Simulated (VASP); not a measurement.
# Cu (Fm-3m) in VASP: settings compared

Aim: see how the results for Cu move with the level of theory and the settings. Levels: PBEsol, RPBE, PBE+D3(BJ). Tasks: band structure.

Program: VASP 6.6.1. These are calculated values, not measurements. Logs are shortened: lines on timing, memory, paths and dates and some standing lists are left out, and cuts for length are marked.

### Step 1. Starting point

The structure is cubic, space group Fm-3m (No. 225). Conventional cell: a = 3.570 Å, b = 3.570 Å, c = 3.570 Å, α = 90.00°, β = 90.00°, γ = 90.00°. Cu (site symmetry m-3m) is surrounded by 12 Cu at 2.52 Å.

### Step 2. Band structure, PBEsol

INCAR reads:

```
SYSTEM = Cu
  PREC = Accurate
  ENCUT = 520
  EDIFF = 1E-6
  ISMEAR = 1
  SIGMA = 0.1
  LREAL = .False.
  LASPH = .True.
  NELM = 80
  ALGO = Normal
  ISIF = 2
  LWAVE = .False.
  LCHARG = .False.
  LMAXMIX = 4
  GGA = PS
  NBANDS = 12
  ICORELEVEL = 1
```

KPOINTS reads:

```
Automatic mesh
0
Gamma
  18 18 18
  0 0 0
```

POSCAR reads:

```
Cu                                      
1.0
    0.0000000000      1.7848606277      1.7848606277
    1.7848606277      0.0000000000      1.7848606277
    1.7848606277      1.7848606277      0.0000000000
  Cu            
     1
Direct
     0.0000000000000000    0.0000000000000000    0.0000000000000000
```

KPOINTS_OPT reads:

```
explicit points
206
Reciprocal
 0.0000000000  0.0000000000  0.0000000000 1
 0.0263157895  0.0000000000  0.0263157895 1
 0.0526315789  0.0000000000  0.0526315789 1
 0.0789473684  0.0000000000  0.0789473684 1
 0.1052631579  0.0000000000  0.1052631579 1
 0.1315789474  0.0000000000  0.1315789474 1
[... 198 lines left out ...]
 0.5000000000  0.2500000000  0.7500000000 1
 0.5000000000  0.0000000000  0.5000000000 1
```

Potentials or basis: VASP PAW PBE potentials, release 64 (Cu).

The run is started by

```bash
> cat potpaw_PBE.64/Cu/POTCAR > POTCAR
> mpirun -np 1 vasp_std > vasp.out
```

OUTCAR:

```text
SYSTEM = Cu
   PREC = Accurate
   ENCUT = 520
   EDIFF = 1E-6
   ISMEAR = 1
   LREAL = .False.
   LASPH = .True.
   NELM = 80
   ISIF = 2
   GGA = PS

 ion  position               nearest neighbor table
   1  0.000  0.000  0.000-

  LATTYP: Found a face centered cubic cell.
 ALAT       =     3.5697212554

  Lattice vectors:

 A1 = (   0.0000000000,   1.7848606277,   1.7848606277)
 A2 = (   1.7848606277,   0.0000000000,   1.7848606277)
 A3 = (   1.7848606277,   1.7848606277,   0.0000000000)

Analysis of symmetry for initial positions (statically):
=====================================================================
 Subroutine PRICEL returns:
 Original cell was already a primitive cell.

 Routine SETGRP: Setting up the symmetry group for a
 face centered cubic supercell.

 Subroutine GETGRP returns: Found 48 space group operations
 (whereof 48 operations were pure point group operations)
 out of a pool of 48 trial point group operations.

The static configuration has the point symmetry O_h .

Analysis of symmetry for dynamics (positions and initial velocities):
=====================================================================
 Subroutine PRICEL returns:
 Original cell was already a primitive cell.

 Routine SETGRP: Setting up the symmetry group for a
 face centered cubic supercell.

 Subroutine GETGRP returns: Found 48 space group operations
 (whereof 48 operations were pure point group operations)
 out of a pool of 48 trial point group operations.

The dynamic configuration has the point symmetry O_h .

 Subroutine INISYM returns: Found 48 space group operations
 (whereof 48 operations are pure point group operations),
 and found     1 'primitive' translations

----------------------------------------------------------------------------------------

                                     Primitive cell

  volume of cell :      11.3722

  direct lattice vectors                    reciprocal lattice vectors
     0.000000000  1.784860628  1.784860628    -0.280133918  0.280133918  0.280133918
     1.784860628  0.000000000  1.784860628     0.280133918 -0.280133918  0.280133918
     1.784860628  1.784860628  0.000000000     0.280133918  0.280133918 -0.280133918

  length of vectors
     2.524174107  2.524174107  2.524174107     0.485206178  0.485206178  0.485206178

  position of ions in fractional coordinates (direct lattice)
     0.000000000  0.000000000  0.000000000

  ion indices of the primitive-cell ions
   primitive index   ion index
                 1           1

----------------------------------------------------------------------------------------

 KPOINTS: Automatic mesh

Automatic generation of k-mesh.
 Grid dimensions read from file:
 generate k-points for:   18   18   18

 Generating k-lattice:

  Cartesian coordinates                     Fractional coordinates (reciprocal lattice)
    -0.015562995  0.015562995  0.015562995     0.055555556  0.000000000  0.000000000
     0.015562995 -0.015562995  0.015562995     0.000000000  0.055555556  0.000000000
     0.015562995  0.015562995 -0.015562995     0.000000000  0.000000000  0.055555556

  Length of vectors
     0.026955899  0.026955899  0.026955899

  Shift w.r.t. Gamma in fractional coordinates (k-lattice)
     0.000000000  0.000000000  0.000000000

 Subroutine IBZKPT returns following result:
 ===========================================

 Found    195 irreducible k-points:

 Following reciprocal coordinates:
            Coordinates               Weight
  0.000000  0.000000  0.000000      1.000000
  0.055556  0.000000  0.000000      8.000000
  0.111111  0.000000  0.000000      8.000000
  0.166667  0.000000  0.000000      8.000000
  0.222222  0.000000  0.000000      8.000000
  0.277778  0.000000  0.000000      8.000000
[... 16 lines left out ...]
 -0.277778  0.055556  0.000000     24.000000
 -0.222222  0.055556  0.000000     24.000000
 [... further k-points ...]
   k-points           NKPTS =    195   k-points in BZ     NKDIM =    195   number of bands    NBANDS=     12
[... 51 lines left out ...]
      1      -1.3460      2.00000
      2       4.6415      2.00000
      3       4.8193      2.00000
      4       4.8193      2.00000
      5       5.5919      2.00000
      6       5.5919      2.00000
      7      27.7852      0.00000
      8      31.5461      0.00000
      9      32.6253      0.00000
     10      32.6253      0.00000
     11      37.8050      0.00000
     12      37.8052      0.00000

 k-point     4 :       0.1667    0.0000    0.0000
  band No.  band energies     occupation
      1      -0.7895      2.00000
      2       4.5489      2.00000
      3       4.8848      2.00000
      4       4.8848      2.00000
      5       5.5913      2.00000
      6       5.5913      2.00000
      7      24.8798      0.00000
      8      31.2632      0.00000
      9      31.9823      0.00000
     10      31.9823      0.00000
     11      38.0205      0.00000
     12      38.5375      0.00000

 k-point     5 :       0.2222    0.0000    0.0000
  band No.  band energies     occupation
      1      -0.0494      2.00000
      2       4.4730      2.00000
      3       4.9124      2.00000
      4       4.9124      2.00000
      5       5.6490      2.00000
      6       5.6490      2.00000
      7      22.0038      0.00000
      8      30.9027      0.00000
      9      31.4509      0.00000
     10      31.4509      0.00000
     11      37.6230      0.00000
     12      37.6230      0.00000
[... 166 lines left out ...]
 k-point    17 :       0.3889    0.0556    0.0000
  band No.  band energies     occupation
      1       2.1468      2.00000
      2       4.7404      2.00000
      3       4.8259      2.00000
      4       4.9095      2.00000
      5       6.1080      2.00000
      6       6.1706      2.00000
      7      15.2208      0.00000
      8      29.0424      0.00000
      9      29.0466      0.00000
     10      30.9006      0.00000
     11      34.6827      0.00000
     12      36.0425      0.00000

 k-point    18 :       0.4444    0.0556    0.0000
  band No.  band energies     occupation
      1       2.5069      2.00000
      2       4.6865      2.00000
      3       4.7737      2.00000
      4       5.4631      2.00000
      5       6.1988      2.00000
      6       6.6388      2.00000
      7      13.1941      0.00000
      8      28.7172      0.00000
      9      29.1835      0.00000
     10      30.1628      0.00000
     11      34.6261      0.00000
     12      35.1725      0.00000

 k-point    19 :       0.5000    0.0556    0.0000
  band No.  band energies     occupation
      1       2.6271      2.00000
      2       4.6624      2.00000
      3       4.7444      2.00000
      4       5.7596      2.00000
      5       6.2240      2.00000
      6       7.2106      2.00000
      7      11.9370      0.00000
      8      28.3662      0.00000
      9      29.5530      0.00000
     10      29.8090      0.00000
     11      34.5105      0.00000
     12      34.7341      0.00000

 k-point    20 :      -0.4444    0.0556    0.0000
  band No.  band energies     occupation
      1       2.6058      2.00000
      2       4.6730      2.00000

------------------------ aborting loop because EDIFF is reached ----------------------------------------

  FORCE on cell =-STRESS in cart. coord.  units (eV):
  Direction    XX          YY          ZZ          XY          YZ          ZX
  --------------------------------------------------------------------------------------
  -------------------------------------------------------------------------------------
  Total       -0.0044804     -0.0044804     -0.0044804     -0.0000000      0.0000000      0.0000000
  in kB       -0.6312254     -0.6312254     -0.6312254     -0.0000000      0.0000000      0.0000000
  external PRESSURE =      -0.6312254 kB  Pullay stress =       0.0000000 kB

 VOLUME and BASIS-vectors are now :
 -----------------------------------------------------------------------------
  energy-cutoff  :      520.00
  volume of cell :       11.37
      direct lattice vectors                 reciprocal lattice vectors
     0.000000000  1.784860628  1.784860628    -0.280133918  0.280133918  0.280133918
     1.784860628  0.000000000  1.784860628     0.280133918 -0.280133918  0.280133918
     1.784860628  1.784860628  0.000000000     0.280133918  0.280133918 -0.280133918

 POSITION                                       TOTAL-FORCE (eV/Angst)
 -----------------------------------------------------------------------------------
      0.00000      0.00000      0.00000         0.000000      0.000000      0.000000
 -----------------------------------------------------------------------------------
    total drift:                                0.000000      0.000000      0.000000

  FREE ENERGIE OF THE ION-ELECTRON SYSTEM (eV)
  ---------------------------------------------------
  free  energy   TOTEN  =        -4.3084393216 eV

  energy  without entropy=       -4.3083876344  energy(sigma->0) =       -4.30842209
```

Wall time 24 s (1 thread of Intel Xeon Platinum 8488C (Sapphire Rapids), shared host); peak memory 0.16 GiB.

What came out:

```yaml
Free_energy: -4.3084 eV
Pressure: -0.1 GPa
Band_gap_along_the_path: none (metal or under the smearing width)
```

Levels at the corners of the path, in eV from the Fermi level:
| point | band 1 | band 2 | band 3 | band 4 | band 5 | band 6 | band 7 | band 8 | band 9 | band 10 |
| --- | --- | --- | --- | --- | --- | --- | --- | --- | --- | --- |
| Γ | -9.64 | -3.10 | -3.10 | -3.10 | -2.21 | -2.21 | 22.93 | 25.84 | 25.84 | 25.84 |
| X | -5.07 | -4.58 | -1.63 | -1.46 | -1.46 | 1.47 | 7.41 | 13.37 | 13.37 | 17.99 |
| X | -5.07 | -4.58 | -1.63 | -1.46 | -1.46 | 1.47 | 7.41 | 13.37 | 13.37 | 17.99 |
| W | -4.29 | -3.64 | -3.64 | -2.26 | -1.46 | 6.36 | 6.36 | 8.52 | 9.16 | 28.82 |
| W | -4.29 | -3.64 | -3.64 | -2.26 | -1.46 | 6.36 | 6.36 | 8.52 | 9.16 | 28.82 |
| K | -4.45 | -4.21 | -2.83 | -2.08 | -1.67 | 4.44 | 5.89 | 8.14 | 15.52 | 19.76 |
| K | -4.45 | -4.21 | -2.83 | -2.08 | -1.67 | 4.44 | 5.89 | 8.14 | 15.52 | 19.76 |
| Γ | -9.64 | -3.10 | -3.10 | -3.10 | -2.21 | -2.21 | 22.93 | 25.84 | 25.84 | 25.84 |
| Γ | -9.64 | -3.10 | -3.10 | -3.10 | -2.21 | -2.21 | 22.93 | 25.84 | 25.84 | 25.84 |
| L | -5.26 | -3.13 | -3.13 | -1.61 | -1.61 | -1.11 | 3.98 | 21.40 | 22.65 | 22.65 |
| L | -5.26 | -3.13 | -3.13 | -1.61 | -1.61 | -1.11 | 3.98 | 21.40 | 22.65 | 22.65 |
| U | -4.45 | -4.21 | -2.83 | -2.08 | -1.67 | 4.44 | 5.89 | 8.14 | 15.52 | 19.76 |
| U | -4.45 | -4.21 | -2.83 | -2.08 | -1.67 | 4.44 | 5.89 | 8.14 | 15.52 | 19.76 |
| W | -4.29 | -3.64 | -3.64 | -2.26 | -1.46 | 6.36 | 6.36 | 8.52 | 9.16 | 28.82 |
| W | -4.29 | -3.64 | -3.64 | -2.26 | -1.46 | 6.36 | 6.36 | 8.52 | 9.16 | 28.82 |
| L | -5.26 | -3.13 | -3.13 | -1.61 | -1.61 | -1.11 | 3.98 | 21.40 | 22.65 | 22.65 |
| L | -5.26 | -3.13 | -3.13 | -1.61 | -1.61 | -1.11 | 3.98 | 21.40 | 22.65 | 22.65 |
| K | -4.45 | -4.21 | -2.83 | -2.08 | -1.67 | 4.44 | 5.89 | 8.14 | 15.52 | 19.76 |
| U | -4.45 | -4.21 | -2.83 | -2.08 | -1.67 | 4.44 | 5.89 | 8.14 | 15.52 | 19.76 |
| X | -5.07 | -4.58 | -1.63 | -1.46 | -1.46 | 1.47 | 7.41 | 13.37 | 13.37 | 17.99 |

Core levels (eV, on the scale of the bands):
```tsv
atom	levels
1 Cu	1s -8841.2, 2s -1053.5, 2p -907.9, 3s -104.9, 3p -62.2
```

Caveat: the PAW data sets were made with another functional, which shifts forces and pressure a little.

### Step 3. Band structure, RPBE

This run uses another cell than the first one, of 12.46 Å³/atom, 1.096 times its volume.

INCAR reads:

```
PREC     = Accurate       # precision mode
ENCUT    = 520            # plane-wave cutoff, eV
EDIFF    = 1E-6           # SCF threshold, eV
ISMEAR   = 1              # smearing method
SIGMA    = 0.1            # smearing width, eV
LREAL    = F              # projectors in reciprocal space
LASPH    = T              # aspherical terms in the spheres
NELM     = 80             # most SCF steps
ALGO     = Fast           # electronic algorithm
ISIF     = 2              # what is computed and relaxed
LWAVE    = F              # write WAVECAR
LCHARG   = F              # write CHGCAR
LMAXMIX  = 4              # l up to which the mixer works
GGA      = RP             # functional
NBANDS   = 12             # bands
ICORELEVEL= 1
```

KPOINTS reads:

```
regular mesh
0
Gamma
  18 18 18
```

POSCAR reads:

```
Cu                                      
1.0
    0.0000000000      1.8402162191      1.8402162191
    1.8402162191      0.0000000000      1.8402162191
    1.8402162191      1.8402162191      0.0000000000
  Cu            
     1
Direct
     0.0000000000000000    0.0000000000000000    0.0000000000000000
```

KPOINTS_OPT is that of step 2.

Potentials or basis: VASP PAW PBE potentials, release 64 (Cu).

The run is started by

```bash
> cat potpaw_PBE.64/Cu/POTCAR > POTCAR
> mpirun -np 1 vasp_std > vasp.out
```

Wall time 26 s (1 thread of Intel Xeon Platinum 8488C (Sapphire Rapids), shared host); peak memory 0.16 GiB.

The run converged. Its results:

```yaml
Free_energy: -3.2562 eV
Pressure: -0.2 GPa
Band_gap_along_the_path: none (metal or under the smearing width)
```

Levels at the corners of the path, in eV from the Fermi level:
| point | band 2 | band 3 | band 4 | band 5 | band 6 | band 7 | band 8 | band 9 |
| --- | --- | --- | --- | --- | --- | --- | --- | --- |
| Γ | -2.82 | -2.82 | -2.82 | -2.07 | -2.07 | 22.13 | 24.47 | 24.47 |
| X | -4.11 | -1.57 | -1.42 | -1.42 | 1.58 | 6.80 | 12.74 | 12.74 |
| X | -4.11 | -1.57 | -1.42 | -1.42 | 1.58 | 6.80 | 12.74 | 12.74 |
| W | -3.29 | -3.29 | -2.11 | -1.42 | 6.05 | 6.05 | 8.06 | 8.42 |
| W | -3.29 | -3.29 | -2.11 | -1.42 | 6.05 | 6.05 | 8.06 | 8.42 |
| K | -3.78 | -2.58 | -1.95 | -1.60 | 4.24 | 5.57 | 7.51 | 14.72 |
| K | -3.78 | -2.58 | -1.95 | -1.60 | 4.24 | 5.57 | 7.51 | 14.72 |
| Γ | -2.82 | -2.82 | -2.82 | -2.07 | -2.07 | 22.13 | 24.47 | 24.47 |
| Γ | -2.82 | -2.82 | -2.82 | -2.07 | -2.07 | 22.13 | 24.47 | 24.47 |
| L | -2.86 | -2.86 | -1.55 | -1.55 | -0.82 | 3.55 | 20.65 | 21.35 |
| L | -2.86 | -2.86 | -1.55 | -1.55 | -0.82 | 3.55 | 20.65 | 21.35 |
| U | -3.78 | -2.58 | -1.95 | -1.60 | 4.24 | 5.57 | 7.51 | 14.72 |
| U | -3.78 | -2.58 | -1.95 | -1.60 | 4.24 | 5.57 | 7.51 | 14.72 |
| W | -3.29 | -3.29 | -2.11 | -1.42 | 6.05 | 6.05 | 8.06 | 8.42 |
| W | -3.29 | -3.29 | -2.11 | -1.42 | 6.05 | 6.05 | 8.06 | 8.42 |
| L | -2.86 | -2.86 | -1.55 | -1.55 | -0.82 | 3.55 | 20.65 | 21.35 |
| L | -2.86 | -2.86 | -1.55 | -1.55 | -0.82 | 3.55 | 20.65 | 21.35 |
| K | -3.78 | -2.58 | -1.95 | -1.60 | 4.24 | 5.57 | 7.51 | 14.72 |
| U | -3.78 | -2.58 | -1.95 | -1.60 | 4.24 | 5.57 | 7.51 | 14.72 |
| X | -4.11 | -1.57 | -1.42 | -1.42 | 1.58 | 6.80 | 12.74 | 12.74 |

Core levels (eV, on the scale of the bands):
| atom | levels |
| --- | --- |
| 1 Cu | 1s -8841.5, 2s -1053.8, 2p -908.2, 3s -105.5, 3p -62.8 |

Caveat: the PAW data sets were made with another functional, which shifts forces and pressure a little.

### Step 4. Band structure, PBE+D3(BJ)

INCAR reads:

```
PREC = Accurate
ENCUT = 520
EDIFF = 1E-6
ISMEAR = 1
SIGMA = 0.1
LREAL = F
LASPH = T
NELM = 80
ALGO = Normal
ISIF = 2
LWAVE = F
LCHARG = F
LMAXMIX = 4
GGA = PE
IVDW = 12
NBANDS = 12
ICORELEVEL = 1
```

KPOINTS reads:

```
Automatic mesh
0
Gamma
  18 18 18
```

POSCAR reads:

```
Cu                                      
1.0
    0.0000000000      1.7844410945      1.7844410945
    1.7844410945     -0.0000000000      1.7844410945
    1.7844410945      1.7844410945     -0.0000000000
  Cu            
     1
Direct
     0.0000000000000000    1.0000000000000000    0.0000000000000000
```

KPOINTS_OPT is that of step 3.

The run is started by

```bash
> cat potpaw_PBE.64/Cu/POTCAR > POTCAR
> mpirun -np 1 vasp_std > vasp.out
```

Wall time 28 s (1 thread of AMD EPYC 7R13 (Zen 3), shared host); peak memory 0.13 GiB.

It converged, with:

| Item | Value |
| --- | --- |
| Free energy | -4.3181 eV |
| Pressure | -0.1 GPa |
| Band gap along the path | none (metal or under the smearing width) |
| Dispersion energy per atom | -0.607 eV |

Levels at the corners of the path, in eV from the Fermi level:
| point | band 3 | band 4 | band 5 | band 6 | band 7 | band 8 |
| --- | --- | --- | --- | --- | --- | --- |
| Γ | -3.11 | -3.11 | -2.24 | -2.24 | 22.93 | 25.88 |
| X | -1.66 | -1.48 | -1.48 | 1.50 | 7.42 | 13.41 |
| X | -1.66 | -1.48 | -1.48 | 1.50 | 7.42 | 13.41 |
| W | -3.66 | -2.29 | -1.48 | 6.38 | 6.38 | 8.52 |
| W | -3.66 | -2.29 | -1.48 | 6.38 | 6.38 | 8.52 |
| K | -2.84 | -2.10 | -1.69 | 4.46 | 5.91 | 8.16 |
| K | -2.84 | -2.10 | -1.69 | 4.46 | 5.91 | 8.16 |
| Γ | -3.11 | -3.11 | -2.24 | -2.24 | 22.93 | 25.88 |
| Γ | -3.11 | -3.11 | -2.24 | -2.24 | 22.93 | 25.88 |
| L | -3.15 | -1.64 | -1.64 | -1.09 | 3.99 | 21.40 |
| L | -3.15 | -1.64 | -1.64 | -1.09 | 3.99 | 21.40 |
| U | -2.84 | -2.10 | -1.69 | 4.46 | 5.91 | 8.16 |
| U | -2.84 | -2.10 | -1.69 | 4.46 | 5.91 | 8.16 |
| W | -3.66 | -2.29 | -1.48 | 6.38 | 6.38 | 8.52 |
| W | -3.66 | -2.29 | -1.48 | 6.38 | 6.38 | 8.52 |
| L | -3.15 | -1.64 | -1.64 | -1.09 | 3.99 | 21.40 |
| L | -3.15 | -1.64 | -1.64 | -1.09 | 3.99 | 21.40 |
| K | -2.84 | -2.10 | -1.69 | 4.46 | 5.91 | 8.16 |
| U | -2.84 | -2.10 | -1.69 | 4.46 | 5.91 | 8.16 |
| X | -1.66 | -1.48 | -1.48 | 1.50 | 7.42 | 13.41 |

Core levels (eV, on the scale of the bands):
| atom | levels |
| --- | --- |
| 1 Cu | 1s -8840.8, 2s -1053.1, 2p -907.5, 3s -104.7, 3p -62.0 |

Caveat: pairwise dispersion overbinds metals, which lowers pressure and volume.

### Step 5. Overview

| level | cell | pressure (GPa) |
| --- | --- | --- |
| PBEsol | Fm-3m, 11.37 Å³/atom | -0.1 |
| RPBE | Fm-3m, 12.46 Å³/atom | -0.2 |
| PBE+D3(BJ) | Fm-3m, 11.36 Å³/atom | -0.1 |

Alike in all rows: task band structure; potentials or basis VASP PAW PBE potentials, release 64 (Cu); no spin polarisation; k mesh 18 × 18 × 18; cutoff (eV) 520; smearing methfessel-paxton 0.1 eV.

Caveats: the PAW data sets were made with another functional, which shifts forces and pressure a little (some runs); pairwise dispersion overbinds metals, which lowers pressure and volume (some runs).

Absolute energies hang on the potentials; compare differences alone.
